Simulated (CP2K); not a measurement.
## InAs in CP2K: the effect of functional

The system is InAs.

```
In As
1.0
     4.26810    0.00000    0.00000
     2.13405    3.69628    0.00000
     2.13405    1.23209    3.48489
In As
1 1
Direct
  0.00000 0.00000 0.00000
  0.75000 0.75000 0.75000
```

Alike in all runs:

* Program: CP2K 2026.2
* Task: single point
* Potentials or basis: POTENTIAL_UZH In GTH-PBE-q13, As GTH-PBE-q5; TZVP-MOLOPT-PBE-GTH basis
* Density cutoff: 9184 eV
* k mesh: 8 × 8 × 8
* Occupations: fermi-dirac, width 0.05 eV
* Spin: no spin polarisation

**Question.** One run gave: pressure 9.0 GPa. Which functional did it use?
A. vdW-DF-cx
B. revPBE
C. PBEsol
D. LDA
E. vdW-DF2

**Answer.** E.

```tsv
functional	pressure (GPa)
PBE	4.8
LDA	2.0
PBEsol	2.8
revPBE	5.7
vdW-DF-cx	3.4
vdW-DF2	9.0
r2SCAN	2.3
```

Caveats: the basis of atomic orbitals isn't converged, which shifts pressures, moduli and gaps; the potentials were made for another functional, which shifts forces and pressure (some runs).

Not every run made on this cell is shown here.
